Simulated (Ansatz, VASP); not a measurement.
## Pb in VASP and in Ansatz

Contents of INCAR:

```
ALGO = Normal
EDIFF = 1E-8
ENCUT = 520
GGA = PE
ISIF = 2
ISMEAR = -1
LASPH = True
LCHARG = False
LEFG = True
LREAL = False
LWAVE = False
NBANDS = 21
NELM = 80
PREC = Accurate
SIGMA = 0.05
```

The input KPOINTS:

```
k-points
0
Gamma
  12 12 7
```

The input POSCAR:

```
Pb
1.0
    3.4800006906      0.0000000000      0.0000000000
   -1.7400003453      3.0137690032      0.0000000000
    0.0000000000      0.0000000000      5.5341000000
Pb
2
Direct
    0.3333333333      0.6666666667      0.2500000000
    0.6666666667      0.3333333333      0.7500000000
```

Input for Ansatz:

```yaml
crystal:
  lattice:
    - [3.4800006906, 0.0, 0.0]
    - [-1.7400003453, 3.0137690032, 0.0]
    - [0.0, 0.0, 5.5341]
  atoms:
    - { symbol: Pb, position: [0.3333333333, 0.6666666667, 0.25] }
    - { symbol: Pb, position: [0.6666666667, 0.3333333333, 0.75] }
kpoints:
  mp_grid: { grid: [12, 12, 7] }
scf:
  occupations: { method: fermi_dirac, width: 0.05 }
hamiltonian:
  xc: pbe
  pseudopotentials: { kind: paw }
output:
  forces: true
  stress: true
  eigenvalues: true
  efg: { contact_densities: true }
```

Change from the starting cell: zz strain of -1 %, PAW files.

Alike in both runs: task electric field gradients; functional PBE; k mesh 12 × 12 × 7; occupations fermi-dirac, width 0.05 eV; no spin polarisation.

|  | VASP | Ansatz |
| --- | --- | --- |
| version | VASP 6.6.1 | Ansatz 0.2.0 |
| potentials or method | VASP PAW PBE potentials, release 64 (Pb_d) | PAW with Ansatz's default frozen-core files, scalar-relativistic |
| plane-wave cutoff (eV) | 520 | 420 |
| valence electrons in the cell | 28 | 28 |

|  | VASP | Ansatz | Ansatz less VASP |
| --- | --- | --- | --- |
| pressure (GPa) | 4.4 | 4.5 | +0.07 |
| largest component of the traceless stress (GPa) | 0.17 | 0.16 | -0.016 |
| Vzz of the field gradient on the site that differs most (V/Å²) | -8.6 | -6.7 | +1.92 |

With one functional, cell and mesh, what is left measures potentials, basis and numerics. Ansatz warned: «gradients_without_spin_orbit».

Spin-orbit coupling is left out, which matters for the levels of Pb.
